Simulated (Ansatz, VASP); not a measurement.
# GaSi31H (Ga-H pair in Si): VASP beside Ansatz, part 2 of 2

One calculation is typed for both programs; each brings its own data sets. How far apart do they land? The cell is taken from a series of runs on this material, whose earlier steps may have relaxed, scaled, displaced or heated it; both programs get it as it stands.

VASP 6.6.1 and Ansatz 0.2.0.

So far: Starting point; Ansatz: single point, HSE06.

In doubt: a hybrid run on one k-point (step 2), which bears on gaps, levels and energies.

## 3. VASP: single point, HSE06

Level of this step: HSE06; plane waves and PAW (Si, Ga_d, H) (VASP).

The same cell, functional, mesh and smearing now go to VASP, with its own data sets.

Lines of VASP's logs that name or quote its potential files are left out, and so is its time.

The run reads the wave functions of an earlier VASP run, which isn't shown here.

File INCAR:

```
SYSTEM = GaSi31H
PREC = Accurate
ENCUT = 400
EDIFF = 1E-06
NELM = 100
ISMEAR = -1
SIGMA = 0.01
LREAL = Auto
ALGO = Normal
LHFCALC = .TRUE.
AEXX = 0.25
GGA = PE
HFSCREEN = 0.208
LASPH = .TRUE.
NBANDS = 92
PRECFOCK = Fast
LORBIT = 11
LWAVE = .FALSE.
LCHARG = .FALSE.
ISIF = 2
```

File POSCAR:

```
GaSi31H
1.0
   -5.4697832414      5.4697832414      5.4697832414
    5.4697832414     -5.4697832414      5.4697832414
    5.4697832414      5.4697832414     -5.4697832414
Si Ga H
31 1 1
Direct
    0.0004984734      0.9996712417      0.4996924139
    0.9902915011      0.2444827171      0.2442466054
    0.0004769738      0.5000257507      0.9993753611
    0.0068181062      0.7555825694      0.7553376776
    0.2491808708      0.9979255094      0.2493418650
    0.2490815486      0.2491413281      0.9978394002
    0.2458368315      0.4998384008      0.7554185928
    0.2457748360      0.7551950761      0.4998141228
    0.5007737847      0.0003194697      0.9999868647
    0.4997796080      0.2485919640      0.7503433816
    0.4997644537      0.7506683488      0.2483524748
    0.7511932534      0.0018429520      0.7513654804
    0.7511754392      0.2441204848      0.4998726710
    0.7511943816      0.4998271950      0.2443687275
    0.7511129736      0.7511244279      0.0019179288
    0.0000915947      0.0001276061      0.2512167417
    0.0001447174      0.2515941603      0.9999356272
    0.9964454957      0.4999384746      0.7504357454
    0.9965275019      0.7507994007      0.4997566920
    0.2552470623      0.0030883331      0.0031950118
    0.2485965629      0.2484299890      0.7483485732
    0.2148781165      0.4997263884      0.4999163971
    0.2485719947      0.7483304108      0.2484851926
    0.4999084337      0.9997536208      0.7510017686
    0.5017895079      0.2378069297      0.4997674336
    0.5016100864      0.4999913920      0.2372728069
    0.4999814793      0.7514223712      0.9995964199
    0.7519980017      0.9964884613      0.4999589574
    0.7456599896      0.2489953225      0.2491037718
    0.7519677300      0.4997691734      0.9966852032
    0.7640467184      0.7621307904      0.7622739218
    0.5564665053      0.5001112502      0.4996301568
    0.3621046981      0.4995417677      0.4996745952
```

File KPOINTS:

```
Automatic mesh
0
Gamma
1 1 1
0 0 0
```

PAW data sets: Si, Ga_d and H (PBE family, release 64).

Run with:

```sh
> export OMP_NUM_THREADS=3
> mpirun -np 1 vasp_gam
```

Numbers of over 12 decimals in the logs are rounded to 6 here.

The program printed:

```text
[banner, memory and clock lines left out]
running    1 mpi-ranks, on    1 nodes
[...]
Offloading initialized ...    1 GPUs detected
[...]
LDA part: xc-table for (Slater+PW92), standard interpolation
 found WAVECAR, reading the header
 POSCAR, INCAR and KPOINTS ok, starting setup
[...]
reading WAVECAR
 the WAVECAR file was read successfully
 initial charge from wavefunction
 entering main loop
       N       E                     dE             d eps       ncg     rms          rms(c)
DAV:   1    -0.197228425592E+03   -0.19723E+03   -0.64425E+00   224   0.947E+00    0.140E+01
DAV:   2    -0.197264731485E+03   -0.36306E-01   -0.22664E-01   248   0.208E+00    0.881E+00
DAV:   3    -0.197258188919E+03    0.65426E-02   -0.22651E-02   272   0.521E-01    0.524E+00
DAV:   4    -0.197255338561E+03    0.28504E-02   -0.20021E-03   224   0.146E-01    0.304E+00
[...]
DAV:   9    -0.197253755079E+03    0.10283E-04   -0.47316E-06   192   0.599E-03    0.182E-01
DAV:  10    -0.197253752801E+03    0.22778E-05   -0.14704E-06   104   0.345E-03    0.104E-01
DAV:  11    -0.197253752822E+03   -0.21171E-07   -0.73985E-07   104   0.272E-03
   1 F= -.19725375E+03 E0= -.19725375E+03  d E =-.262936E-13
```

From OUTCAR (step 3):

```text
  Total        3.2251500      3.2402302      3.2203802     -2.1092247      2.0588249     -2.1235656
  in kB        7.8938735      7.9307838      7.8821988     -5.1625359      5.0391774     -5.1976367
  external PRESSURE =       7.9022854 kB  Pullay stress =       0.0000000 kB

 POSITION                                       TOTAL-FORCE (eV/Angst)
 -----------------------------------------------------------------------------------
      8.19847     -2.73205      2.73750         0.001659     -0.000257     -0.009520
     -2.74344      5.41539      5.41797         0.027264     -0.019045     -0.018765
      8.19879      2.73394     -2.72873         0.001476     -0.008465     -0.002641
      8.22711      0.03595      0.03863        -0.039146     -0.013295     -0.014564
      5.45932     -2.73162      5.45756        -0.008429      0.002140     -0.007521
      5.45829      5.45764     -2.73279        -0.007606     -0.009630      0.002929
      5.52131      2.74264     -0.05329         0.019150     -0.025682     -0.018134
      5.52029     -0.05254      2.74121         0.016687     -0.018122     -0.026180
      2.73233      8.20709     -2.72884         0.007932     -0.000903     -0.002381
      2.73027      5.47816     -0.01079        -0.001893      0.006583     -0.008911
      2.73082     -0.01396      5.48116        -0.001146     -0.007925      0.005528
      0.01102      8.20859      0.00914         0.008510      0.000950      0.007299
     -0.03929      5.50768      2.70986         0.013359     -0.014599      0.041731
     -0.03828      2.71157      5.50617         0.013203      0.039466     -0.011843
[...]
-----------------------------------------------------------------------------------
    total drift:                               -0.006683      0.006990      0.004858

  FREE ENERGIE OF THE ION-ELECTRON SYSTEM (eV)
  ---------------------------------------------------
  free  energy   TOTEN  =      -197.2537528219 eV

  energy  without entropy=     -197.2537528219  energy(sigma->0) =     -197.25375282

[... 3 further parts left out ...]
[key lines of the parts left out:]
E-fermi :   5.6000
```

The run ends at a pressure of 0.79 GPa, with forces up to 2.0 eV/Å.

## 4. Comparison

Known differences besides the potentials themselves: exact exchange at q = 0 is treated differently, which shows on coarse meshes; VASP keeps PBE cores, Ansatz makes them for the functional; the cutoff is 420 eV in Ansatz and 400 eV in VASP (PREC = Accurate, projectors in real space); VASP takes a coarser grid for exact exchange (PRECFOCK = Fast). Total energies have different zeros and are not compared.

Both answers:

| quantity | Ansatz | VASP | difference |
| --- | --- | --- | --- |
| gap on the k mesh (eV) | 1.103 | 1.152 | -0.049 |

Forces on 7 of the 33 atoms, those with the largest forces and the largest differences (eV/Å; atoms numbered as in POSCAR):

| atom | Ansatz x, y, z | VASP x, y, z |
| --- | --- | --- |
| Si13 | 0.011, -0.013, 0.044 | 0.013, -0.015, 0.042 |
| Si18 | 0.014, 0.038, -0.014 | 0.013, 0.043, -0.013 |
| Si22 | 0.966, -0.965, -0.961 | 0.957, -0.956, -0.952 |
| Si25 | 0.031, -0.030, -0.021 | 0.027, -0.026, -0.023 |
| Si31 | 0.020, -0.034, -0.029 | 0.022, -0.030, -0.024 |
| Ga32 | 0.090, -0.087, -0.091 | 0.083, -0.080, -0.084 |
| H33 | -1.198, 1.196, 1.196 | -1.182, 1.180, 1.180 |

The forces differ by 4.1 meV/Å r.m.s., which is 1.6 % of the r.m.s. force of 0.265 eV/Å (both taken over all components). A gap on the mesh is an upper bound, since the band edges may lie between its points.

## 5. Summary of results

* r.m.s. force difference (single point, HSE06): 1.6 % of the r.m.s. force
* difference in gap on the k mesh (single point, HSE06): -0.049 eV

In words: The difference in gap on the k mesh is -0.049 eV (single point, HSE06), within the 0.08 eV picked in this series as the mark of a large difference. Such differences can come from data sets, numerical settings and the points named under the comparisons, not from the functional's error against experiment.

[Lines on the potential files, build, host, timing and source positions are cut from VASP's logs without a mark.]

[Logs are printed without paths, hosts, clocks, repeated set-up lines and the standing remarks that a program may print on its own settings, such as how far it seeks lower states.]

[Hosts, paths, dates, database ids (printed as entryN), source tags and the programs' standing remarks are cut or masked in the printed files.]
